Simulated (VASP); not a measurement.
# Si (Fd-3m) in VASP: notebook, part 2 of 2

VASP 6.6.1. The steps go on from the part before.

### Step 4. Single point, PBEsol

The input, INCAR:

```
SYSTEM = Si
PREC     = Accurate       ! precision mode
ENCUT    = 520            ! plane-wave cutoff, eV
EDIFF    = 1E-6           ! SCF threshold, eV
ISMEAR   = 0              ! smearing method
SIGMA    = 0.02           ! smearing width, eV
LREAL    = .FALSE.        ! projectors in reciprocal space
LASPH    = .TRUE.         ! aspherical terms in the spheres
NELM     = 100            ! most SCF steps
ALGO     = Fast           ! electronic algorithm
ISIF     = 2              ! what is computed and relaxed
LWAVE    = .FALSE.        ! write WAVECAR
LCHARG   = .FALSE.        ! write CHGCAR
GGA      = PS             ! functional
NBANDS   = 11             ! bands
```

The input, KPOINTS:

```
Automatic mesh
0
G
  8 8 8
  0 0 0
```

The input, POSCAR:

```
Si
1.0
    0.0000000000      2.7169170452      2.7169170452
    2.7169170452      0.0000000000      2.7169170452
    2.7169170452      2.7169170452      0.0000000000
Si
2
Direct
    0.2500000000      0.2500000000      0.2500000000
    0.0000000000      0.0000000000      0.0000000000
```

Potentials or basis: VASP PAW PBE potentials, release 64 (Si).

Launch:

```console
$ cat potpaw_PBE.64/Si/POTCAR > POTCAR
$ mpirun -np 1 vasp_std > vasp.out
```

OUTCAR:

```text
SYSTEM = Si
   PREC = Accurate
   ENCUT = 520
   EDIFF = 1E-6
   ISMEAR = 0
   LREAL = .FALSE.
   LASPH = .TRUE.
   NELM = 100
   ISIF = 2
   GGA = PS

 ion  position               nearest neighbor table
   1  0.250  0.250  0.250-   2 2.35   2 2.35   2 2.35   2 2.35
   2  0.000  0.000  0.000-   1 2.35   1 2.35   1 2.35   1 2.35

  LATTYP: Found a face centered cubic cell.
 ALAT       =     5.4338340904

  Lattice vectors:

 A1 = (   0.0000000000,   2.7169170452,   2.7169170452)
 A2 = (   2.7169170452,   0.0000000000,   2.7169170452)
 A3 = (   2.7169170452,   2.7169170452,   0.0000000000)
[... 517 lines left out ...]
      7      11.6296      0.00000
      8      12.8065      0.00000
      9      13.0928      0.00000
     10      16.2536      0.00000
     11      17.3872      0.00000

 [... further k-points ...]
[... 5 lines left out ...]
  --------------------------------------------------------------------------------------
  -------------------------------------------------------------------------------------
  Total        0.0259718      0.0259718      0.0259718      0.0000000      0.0000000     -0.0000000
  in kB        1.0374189      1.0374189      1.0374189      0.0000000      0.0000000     -0.0000000
  external PRESSURE =       1.0374189 kB  Pullay stress =       0.0000000 kB

 VOLUME and BASIS-vectors are now :
 -----------------------------------------------------------------------------
  energy-cutoff  :      520.00
  volume of cell :       40.11
      direct lattice vectors                 reciprocal lattice vectors
     0.000000000  2.716917045  2.716917045    -0.184032119  0.184032119  0.184032119
     2.716917045  0.000000000  2.716917045     0.184032119 -0.184032119  0.184032119
     2.716917045  2.716917045  0.000000000     0.184032119  0.184032119 -0.184032119

 POSITION                                       TOTAL-FORCE (eV/Angst)
 -----------------------------------------------------------------------------------
      1.35846      1.35846      1.35846        -0.000000     -0.000000     -0.000000
      0.00000      0.00000      0.00000         0.000000      0.000000      0.000000
 -----------------------------------------------------------------------------------
    total drift:                               -0.000000     -0.000000     -0.000000

  FREE ENERGIE OF THE ION-ELECTRON SYSTEM (eV)
  ---------------------------------------------------
  free  energy   TOTEN  =       -11.4891175697 eV

  energy  without entropy=      -11.4891175697  energy(sigma->0) =      -11.48911757
```

OSZICAR:

```text
N       E                     dE             d eps       ncg     rms          rms(c)
DAV:   1     0.563651073019E+01    0.56365E+01   -0.31094E+03   638   0.554E+02
DAV:   2    -0.110878935200E+02   -0.16724E+02   -0.15321E+02   866   0.825E+01
DAV:   3    -0.117072864158E+02   -0.61939E+00   -0.61679E+00   828   0.129E+01
DAV:   4    -0.117122990667E+02   -0.50127E-02   -0.50121E-02   756   0.146E+00
DAV:   5    -0.117123478366E+02   -0.48770E-04   -0.48769E-04   812   0.134E-01    0.496E+00
RMM:   6    -0.115584926516E+02    0.15386E+00   -0.43264E-02   643   0.974E-01    0.298E+00
RMM:   7    -0.114883006799E+02    0.70192E-01   -0.88228E-02   697   0.149E+00    0.199E-01
RMM:   8    -0.114889809865E+02   -0.68031E-03   -0.48634E-03   688   0.452E-01    0.829E-02
RMM:   9    -0.114890825368E+02   -0.10155E-03   -0.78868E-04   731   0.182E-01    0.845E-02
RMM:  10    -0.114891160300E+02   -0.33493E-04   -0.15823E-04   701   0.879E-02    0.262E-02
RMM:  11    -0.114891167831E+02   -0.75312E-06   -0.38098E-05   753   0.444E-02    0.145E-02
RMM:  12    -0.114891175697E+02   -0.78656E-06   -0.72869E-06   713   0.206E-02
   1 F= -.11489118E+02 E0= -.11489118E+02  d E =-.678043E-23
```

stdout:

```text
POSCAR found type information on POSCAR Si
 POSCAR found :  1 types and       2 ions
 scaLAPACK will be used
 -----------------------------------------------------------------------------
|                                                                             |
|                                                                             |
|     You enforced a specific xc type in the INCAR file but a different       |
|     I HOPE YOU KNOW WHAT YOU ARE DOING!                                     |
|                                                                             |
 -----------------------------------------------------------------------------

 LDA part: xc-table for (Slater+PW92), standard interpolation
 POSCAR, INCAR and KPOINTS ok, starting setup
 FFT: planning ... GRIDC
 FFT: planning ... GRID_SOFT
 FFT: planning ... GRID
 WAVECAR not read
 entering main loop
```

Run time: 10 s. Hardware: 1 thread of Intel Xeon Platinum 8488C (Sapphire Rapids), shared host; peak memory 0.14 GiB.

What came out:

| Quantity | Value |
| --- | --- |
| Free energy | -11.4891 eV |
| Pressure | 0.1 GPa |
| Band gap on the k mesh | 0.51 eV, indirect (least direct gap 2.52 eV) |

Caveat: the PAW data sets were made with another functional, which shifts forces and pressure a little.

### Step 5. The runs side by side

| task | cell | k mesh | cutoff (eV) | gap on the mesh (eV) | pressure (GPa) |
| --- | --- | --- | --- | --- | --- |
| single point | as given | 10 × 10 × 10 | 520 | 0.47 | 0.1 |
| relaxation of cell and atoms | relaxed | 10 × 10 × 10 | 600 | 0.47 | 0.0 |
| single point | as given | 8 × 8 × 8 | 520 | 0.51 | 0.1 |

Alike in all rows: level PBEsol; potentials or basis VASP PAW PBE potentials, release 64 (Si); no spin polarisation; smearing gaussian 0.02 eV.

Caveats: the PAW data sets were made with another functional, which shifts forces and pressure a little.

Absolute energies hang on the potentials; compare differences alone.
